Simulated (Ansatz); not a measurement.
GeO2:
```yaml
crystal:
  lattice:
    - [4.42833, 0.00000, 0.00000]
    - [0.00000, 4.42833, 0.00000]
    - [0.00000, 0.00000, 2.88437]
  atoms:
    - { symbol: Ge, position: [0.50000, 0.50000, 0.50000] }
    - { symbol: Ge, position: [0.00000, 0.00000, 0.00000] }
    - { symbol: O, position: [0.69370, 0.69370, 0.00000] }
    - { symbol: O, position: [0.30630, 0.30630, 0.00000] }
    - { symbol: O, position: [0.80630, 0.19370, 0.50000] }
    - { symbol: O, position: [0.19370, 0.80630, 0.50000] }
```

Cartesian axes are those of the cell as given.

Task: Give the high-frequency dielectric tensor and the Born effective charge tensors of the independent atoms from DFPT, the program Ansatz at the PBEsol level (PAW).

Result: 
ε∞:
```
4.37  0.00  0.00
0.00  4.37  0.00
0.00  0.00  4.67
```
Z* of atom 1 (Ge), rows: field, columns: displacement, in e:
```
 4.13  -0.62   0.00
-0.62   4.13   0.00
 0.00   0.00   4.44
```
Z* of atom 3 (O), rows: field, columns: displacement, in e:
```
-2.06  -0.75   0.00
-0.75  -2.06   0.00
 0.00   0.00  -2.22
```

Space group P4_2/mnm (rutile). Symmetry was held in the PBEsol relaxation. Spin–orbit coupling is left out wherever it is not named.

Potentials: the earlier of the program's two PAW sets. The files were generated under PBE; for other functionals the program regenerates the frozen cores, and for LDA and PBEsol the local potential too.
